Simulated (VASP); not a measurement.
Wanted: the native input for a VASP 6.6.1 run.

| Item | Value |
| --- | --- |
| Task | relaxation of the atoms |
| Functional | PBE |
| Potentials or basis | VASP PAW PBE potentials, release 54 (Cs_sv) |
| Cutoff | 600 eV |
| k mesh | 6 × 6 × 1 |
| Occupations | fermi-dirac, width 0.05 eV |
| Spin | no spin polarisation |
| Dipole correction | yes |
| Atoms held fixed (from 0) | [0] |
| Further INCAR settings | ALGO = Normal; EDIFF = 1e-07; IBRION = 2; EDIFFG = -0.005; NSW = 60 |

The structure of Cs lies in POSCAR:

```
Cs
1.0
    5.2351235659      0.0000000000      0.0000000000
   -1.7450411886      4.9357218317      0.0000000000
    0.0000000000      0.0000000000     23.5489209845
Cs
3
Selective dynamics
Direct
    0.5000000000      0.5000000000      0.3184859300  F F F
    0.0000000000      0.0000000000      0.5000000000  T T T
    0.5000000000      0.5000000000      0.6815140700  T T T
```

The slab is cut from a database's or a generator's crystal, which needn't be the stable form of the element.

These files were run (other wordings do the same):

INCAR

```
SYSTEM = Cs
PREC = Accurate ; ENCUT = 600
EDIFF = 1E-7 ; ISMEAR = -1
SIGMA = 0.05 ; LREAL = .False.
LASPH = .True. ; NELM = 60
ALGO = Normal ; ISIF = 2
LWAVE = .False. ; LCHARG = .False.
LDIPOL = .True. ; IDIPOL = 3
DIPOL = 0.5 0.5 0.500 ; GGA = PE
IBRION = 2 ; NSW = 60
EDIFFG = -0.005
```

KPOINTS

```
regular mesh
0
Gamma
  6 6 1
  0 0 0
```

Potentials or basis: VASP PAW PBE potentials, release 54 (Cs_sv).

Command:

```sh
$ cat potpaw_PBE.54/Cs_sv/POTCAR > POTCAR
$ mpirun -np 1 vasp_std > vasp.out
```

It gave:

```
Energy gained by relaxing : 1.0 meV/atom
Ionic steps               : 12
Band gap on the k mesh    : none (metal or under the smearing width)
```

Wall time 17 min on 1 thread of Intel(R) Xeon(R) Platinum 8488C (Sapphire Rapids) (shared host), peak memory 0.78 GiB.
